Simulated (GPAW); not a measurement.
## Sn in GPAW: convergence with plane-wave cutoff (eV)

Input of the first run (plane-wave cutoff (eV) 240); the others differ in this setting and in those tied to it:

The input run.py:

```python
import json
import numpy as np
import spglib
from ase import Atoms
from ase.calculators.mixing import SumCalculator
from ase.constraints import FixSymmetry
from ase.filters import FrechetCellFilter
from ase.io import read, write
from ase.optimize import BFGS
from ase.stress import full_3x3_to_voigt_6_stress, voigt_6_to_full_3x3_strain, voigt_6_to_full_3x3_stress
from ase.units import GPa
from dftd3.ase import DFTD3
from gpaw import GPAW, PW, setup_paths

setup_paths.insert(0, '.')

atoms = read('Sn.cif')
cell, positions, numbers = spglib.find_primitive(
    (atoms.cell[:], atoms.get_scaled_positions(), atoms.numbers), symprec=1e-4)
atoms = Atoms(numbers, cell=cell, scaled_positions=positions, pbc=True)

calc = GPAW(mode=PW(240),
            xc='PBEsol',
            kpts={'size': (5, 5, 5), 'gamma': True},
            occupations={'name': 'fermi-dirac', 'width': 0.05},
            nbands=24,
            convergence={'density': 1e-06, 'eigenstates': 1e-09},
            maxiter=150,
            symmetry={'tolerance': 0.001},
            txt='gpaw.txt')
atoms.calc = SumCalculator([calc, DFTD3(method='pbesol', damping='d3zero')])
atoms.set_constraint(FixSymmetry(atoms))
BFGS(FrechetCellFilter(atoms), trajectory='relax.traj', logfile='-').run(fmax=0.005, steps=40)
atoms.set_constraint()
energy = atoms.get_potential_energy()
forces = atoms.get_forces()
stress = atoms.get_stress()
calc.write('gs.gpw')
write('result.traj', atoms)
print('Cell:', atoms.cell.cellpar().round(4))
print(atoms.get_scaled_positions().round(5))

gpts = tuple(int(n) for n in calc.get_number_of_grid_points())
cell = atoms.cell[:].T
dataset = spglib.get_symmetry((atoms.cell[:], atoms.get_scaled_positions(), atoms.numbers), symprec=1e-4)
rotations = [cell @ w @ np.linalg.inv(cell) for w in dataset['rotations']]
strains, clamped, relaxed = [], [], []
for v in [0, 3]:
    for e in (-0.005, 0.005):
        voigt = np.zeros(6)
        voigt[v] = e
        F = voigt_6_to_full_3x3_strain(voigt)
        a = atoms.copy()
        a.set_cell(atoms.cell[:] @ F, scale_atoms=True)
        c = GPAW(mode=PW(240),
                 xc='PBEsol',
                 kpts={'size': (5, 5, 5), 'gamma': True},
                 occupations={'name': 'fermi-dirac', 'width': 0.05},
                 nbands=24,
                 convergence={'density': 1e-06, 'eigenstates': 1e-09},
                 maxiter=150,
                 symmetry={'tolerance': 0.001},
                 gpts=gpts,
                 txt=f'strain-{v}{e:+.3f}.txt')
        a.calc = SumCalculator([c, DFTD3(method='pbesol', damping='d3zero')])
        s0 = s1 = a.get_stress() - stress
        BFGS(a, logfile=None).run(fmax=0.003, steps=25)
        s1 = a.get_stress() - stress
        print(v, e, 'clamped', (s0 / GPa).round(3), 'relaxed', (s1 / GPa).round(3), flush=True)
        for R in rotations:  # images under the point group
            eps = R @ (F - np.eye(3)) @ R.T
            strains.append(full_3x3_to_voigt_6_stress(eps) * [1, 1, 1, 2, 2, 2])
            for s, rows in ((s0, clamped), (s1, relaxed)):
                rows.append(full_3x3_to_voigt_6_stress(R @ voigt_6_to_full_3x3_stress(s) @ R.T))

C0, C = (np.linalg.lstsq(np.array(strains), np.array(s), rcond=None)[0].T / GPa for s in (clamped, relaxed))
print('Clamped-ion Cij (GPa):')
print(C0.round(1))
print('Relaxed-ion Cij (GPa):')
print(C.round(1))
json.dump({'clamped': C0.tolist(), 'relaxed': C.tolist()}, open('elastic.json', 'w'))
```

Sn.cif

```cif
data_Sn
_cell_length_a 6.46668560
_cell_length_b 6.46668560
_cell_length_c 6.46668560
_cell_angle_alpha 90.00000000
_cell_angle_beta 90.00000000
_cell_angle_gamma 90.00000000
_space_group_name_H-M_alt 'Fd-3m'
_space_group_name_Hall 'F 4d 2 3 -1d'
_space_group_IT_number 227
loop_
_space_group_symop_operation_xyz
'x,y,z'
'-y+1/4,x+1/4,z+1/4'
'-x,-y+1/2,z+1/2'
'y+3/4,-x+1/4,z+3/4'
'x,-y,-z'
'-y+1/4,-x+3/4,-z+3/4'
'-x,y+1/2,-z+1/2'
'y+3/4,x+3/4,-z+1/4'
'z,x,y'
'z+1/4,-y+1/4,x+1/4'
'z+1/2,-x,-y+1/2'
'z+3/4,y+3/4,-x+1/4'
'-z,x,-y'
'-z+3/4,-y+1/4,-x+3/4'
'-z+1/2,-x,y+1/2'
'-z+1/4,y+3/4,x+3/4'
'y,z,x'
'x+1/4,z+1/4,-y+1/4'
'-y+1/2,z+1/2,-x'
'-x+1/4,z+3/4,y+3/4'
'-y,-z,x'
'-x+3/4,-z+3/4,-y+1/4'
'y+1/2,-z+1/2,-x'
'x+3/4,-z+1/4,y+3/4'
'-x+1/4,-y+1/4,-z+1/4'
'y,-x,-z'
'x+1/4,y+3/4,-z+3/4'
'-y+1/2,x,-z+1/2'
'-x+1/4,y+1/4,z+1/4'
'y,x+1/2,z+1/2'
'x+1/4,-y+3/4,z+3/4'
'-y+1/2,-x+1/2,z'
'-z+1/4,-x+1/4,-y+1/4'
'-z,y,-x'
'-z+3/4,x+1/4,y+3/4'
'-z+1/2,-y+1/2,x'
'z+1/4,-x+1/4,y+1/4'
'z+1/2,y,x+1/2'
'z+3/4,x+1/4,-y+3/4'
'z,-y+1/2,-x+1/2'
'-y+1/4,-z+1/4,-x+1/4'
'-x,-z,y'
'y+3/4,-z+3/4,x+1/4'
'x,-z+1/2,-y+1/2'
'y+1/4,z+1/4,-x+1/4'
'x+1/2,z+1/2,y'
'-y+3/4,z+3/4,x+1/4'
'-x+1/2,z,-y+1/2'
'x,y+1/2,z+1/2'
[... 70 lines left out ...]
'x+1/4,-z+1/4,y+1/4'
'-x+3/4,-y+1/4,-z+3/4'
'y+1/2,-x,-z+1/2'
'x+3/4,y+3/4,-z+1/4'
'-y,x,-z'
'-x+3/4,y+1/4,z+3/4'
'y+1/2,x+1/2,z'
'x+3/4,-y+3/4,z+1/4'
'-y,-x+1/2,z+1/2'
'-z+3/4,-x+1/4,-y+3/4'
'-z+1/2,y,-x+1/2'
'-z+1/4,x+1/4,y+1/4'
'-z,-y+1/2,x+1/2'
'z+3/4,-x+1/4,y+3/4'
'z,y,x'
'z+1/4,x+1/4,-y+1/4'
'z+1/2,-y+1/2,-x'
'-y+3/4,-z+1/4,-x+3/4'
'-x+1/2,-z,y+1/2'
'y+1/4,-z+3/4,x+3/4'
'x+1/2,-z+1/2,-y'
'y+3/4,z+1/4,-x+3/4'
'x,z+1/2,y+1/2'
'-y+1/4,z+3/4,x+3/4'
'-x,z,-y'
'x+1/2,y+1/2,z'
'-y+3/4,x+3/4,z+1/4'
'-x+1/2,-y,z+1/2'
'y+1/4,-x+3/4,z+3/4'
'x+1/2,-y+1/2,-z'
'-y+3/4,-x+1/4,-z+3/4'
'-x+1/2,y,-z+1/2'
'y+1/4,x+1/4,-z+1/4'
'z+1/2,x+1/2,y'
'z+3/4,-y+3/4,x+1/4'
'z,-x+1/2,-y+1/2'
'z+1/4,y+1/4,-x+1/4'
'-z+1/2,x+1/2,-y'
'-z+1/4,-y+3/4,-x+3/4'
'-z,-x+1/2,y+1/2'
'-z+3/4,y+1/4,x+3/4'
'y+1/2,z+1/2,x'
'x+3/4,z+3/4,-y+1/4'
'-y,z,-x'
'-x+3/4,z+1/4,y+3/4'
'-y+1/2,-z+1/2,x'
'-x+1/4,-z+1/4,-y+1/4'
'y,-z,-x'
'x+1/4,-z+3/4,y+3/4'
'-x+3/4,-y+3/4,-z+1/4'
'y+1/2,-x+1/2,-z'
'x+3/4,y+1/4,-z+3/4'
'-y,x+1/2,-z+1/2'
'-x+3/4,y+3/4,z+1/4'
'y+1/2,x,z+1/2'
'x+3/4,-y+1/4,z+3/4'
'-y,-x,z'
'-z+3/4,-x+3/4,-y+1/4'
'-z+1/2,y+1/2,-x'
'-z+1/4,x+3/4,y+3/4'
'-z,-y,x'
'z+3/4,-x+3/4,y+1/4'
'z,y+1/2,x+1/2'
'z+1/4,x+3/4,-y+3/4'
'z+1/2,-y,-x+1/2'
'-y+3/4,-z+3/4,-x+1/4'
'-x+1/2,-z+1/2,y'
'y+1/4,-z+1/4,x+1/4'
'x+1/2,-z,-y+1/2'
'y+3/4,z+3/4,-x+1/4'
'x,z,y'
'-y+1/4,z+1/4,x+1/4'
'-x,z+1/2,-y+1/2'
loop_
_atom_site_label
_atom_site_type_symbol
_atom_site_symmetry_multiplicity
_atom_site_Wyckoff_symbol
_atom_site_fract_x
_atom_site_fract_y
_atom_site_fract_z
_atom_site_occupancy
Sn1 Sn 8 a 0.2500000000 0.2500000000 0.2500000000 1
```

Potentials or basis: PAW data sets generated in the run's folder for this functional, pw.

The run is started by

```bash
$ gpaw-setup -f PBEsol Sn
$ OMP_NUM_THREADS=1 python run.py
```

This isn't the form of Sn at room conditions, which is tetragonal (white tin).

Hardware: 1 thread of Arm Neoverse V2 (shared host).

| plane-wave cutoff (eV) | energy less the tightest run, at zero smearing (meV/atom) | SCF cycles | CPU time (s) | peak memory (GiB) |
| --- | --- | --- | --- | --- |
| 240 | 798.71 | 10 | 69 | 0.18 |
| 300 | 628.72 | 11 | 76 | 0.19 |
| 370 | 262.40 | 10 | 82 | 0.23 |
| 450 | 45.43 | 10 | 140 | 0.24 |
| 530 | 3.97 | 11 | 140 | 0.31 |
| 600 | 0.17 | 11 | 200 | 0.31 |
| 720 | 0.00 | 11 | 270 | 0.37 |

Against the tightest run, the energy stays within 1 meV/atom from 600 on. The tightest run that finished is the yardstick and may itself not be fully converged.

Caveat, for the tightest run too: the density grid can change from cell to cell, which puts small steps into energies and stress; pairwise dispersion overbinds metals, which lowers pressure and volume.
